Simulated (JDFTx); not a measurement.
# ZrB2 under changes of volume

One of the cells (10.249 Å³/atom); the others are scaled copies at fixed shape and fractional positions:

```xyz
3
Lattice="3.1700 0.0000 0.0000 -1.5850 2.7453 0.0000 0.0000 0.0000 3.5330" Properties=species:S:1:pos:R:3 pbc="T T T"
Zr    0.0000    0.0000    0.0000
B     1.5850    0.9151    1.7665
B     0.0000    1.8302    1.7665
```

| Item | Value |
| --- | --- |
| Program | JDFTx 1.7.0 (patched build) |
| Functional | PBEsol |
| Potentials or basis | PseudoDojo-SR-PBEsol-0.4.1-standard with smoothed tails |
| Cutoff | 1034 eV |
| Density cutoff | 8272 eV |
| k mesh | 10 × 10 × 8 |
| Occupations | fermi-dirac, width 0.05 eV |
| Spin | no spin polarisation |

| volume (Å³/atom) | energy over the lowest point (meV/atom) | pressure (GPa) |
| --- | --- | --- |
| 9.634 | ? | ? |
| 9.839 | 5.04 | 6.7 |
| 10.044 | 0.00 | 1.2 |
| 10.249 | 1.62 | -3.7 |
| 10.454 | 9.27 | -8.2 |
| 10.659 | 22.38 | -12.3 |
| 10.864 | 40.44 | -16.0 |

**Question.** What does the run at 9.634 Å³/atom give?

**Answer.** Energy over the lowest point 17.44 meV/atom; pressure 12.7 GPa.

Worked out: A Birch-Murnaghan fit of order 3 (a polynomial in V^(-2/3)) to the other rows has its minimum at 10.09 Å³/atom with B0 = V·E''(V) = 250 GPa and B' = 3.9 at fixed shape and positions, which overstates the stiffness. It gives 17.44 meV/atom at 9.634 Å³/atom, against the run's 17.44, and -dE/dV = 12.8 GPa, against 12.7.

Energies are extrapolated to zero smearing.
